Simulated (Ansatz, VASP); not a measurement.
Te2Mo in VASP and in Ansatz

The input INCAR:

```
SYSTEM = Te2Mo
  PREC = Accurate
  ENCUT = 520
  EDIFF = 1E-6
  ISMEAR = -1
  SIGMA = 0.05
  LREAL = .False.
  LASPH = .True.
  NELM = 100
  ALGO = Normal
  ISIF = 2
  LWAVE = .False.
  LCHARG = .False.
  GGA = RP
  IVDW = 12
  NBANDS = 35
```

KPOINTS

```
regular mesh
0
Gamma
  4 8 1
  0 0 0
```

Contents of POSCAR:

```
Te2Mo
1.0
    6.4863781235      0.0000000000      0.0000000000
    0.0000000000      3.5486635872      0.0000000000
   -0.0874228505      0.0000000000     36.8854017842
Te Mo
4 2
Direct
    0.4292511000      0.7500000000      0.5407035800
    0.5707489000      0.2500000000      0.4592964200
    0.9208478700      0.2500000000      0.5565273200
    0.0791521300      0.7500000000      0.4434726800
    0.1813475600      0.2500000000      0.4974653700
    0.8186524400      0.7500000000      0.5025346300
```

Contents of input.yaml:

```yaml
crystal:
  lattice:
    - [6.4863781235, 0.0, 0.0]
    - [0.0, 3.5486635872, 0.0]
    - [-0.0874228505, 0.0, 36.8854017842]
  atoms:
    - { symbol: Te, position: [0.4292511, 0.75, 0.54070358] }
    - { symbol: Te, position: [0.5707489, 0.25, 0.45929642] }
    - { symbol: Te, position: [0.92084787, 0.25, 0.55652732] }
    - { symbol: Te, position: [0.07915213, 0.75, 0.44347268] }
    - { symbol: Mo, position: [0.18134756, 0.25, 0.49746537] }
    - { symbol: Mo, position: [0.81865244, 0.75, 0.50253463] }
hamiltonian:
  xc: rpbe
  pseudopotentials: { kind: paw }
  dispersion: d3bj
kpoints:
  mp_grid: { grid: [4, 8, 1] }
scf:
  occupations: { method: fermi_dirac, width: 0.05 }
output:
  forces: true
  stress: true
  eigenvalues: true
```

Alike in both runs: task single point; functional RPBE; dispersion D3(BJ); k mesh 4 × 8 × 1; occupations fermi-dirac, width 0.05 eV; no spin polarisation.

|  | VASP | Ansatz |
| --- | --- | --- |
| version | VASP 6.6.1 | Ansatz 0.2.0 |
| potentials or method | VASP PAW PBE potentials, release 64 (Te, Mo_sv) | Ansatz PAW |
| plane-wave cutoff (eV) | 520 | 420 |
| valence electrons in the cell | 52 | 92 |

```csv
,VASP,Ansatz,Ansatz less VASP
gap on the k mesh at the Fermi level (eV),none,none,-
rms of the force components (eV/Å),0.926,0.928,+0.0017
dispersion energy (meV/atom),-2208.8,-2208.8,0.00
```

Atom by atom the forces differ by 0.003 eV/Å (rms over components). A gap of «none» marks a metal or a gap that the smearing closes. The two sets of potentials don't hold the same shells in valence.

Caveats: the PAW data sets were made with another functional, which shifts forces and pressure a little (VASP); the PAW data sets come from PBE, with cores solved anew for the run's functional, which leaves a small shift of forces and pressure (Ansatz). Spin-orbit coupling is left out, which matters for the levels of Te.
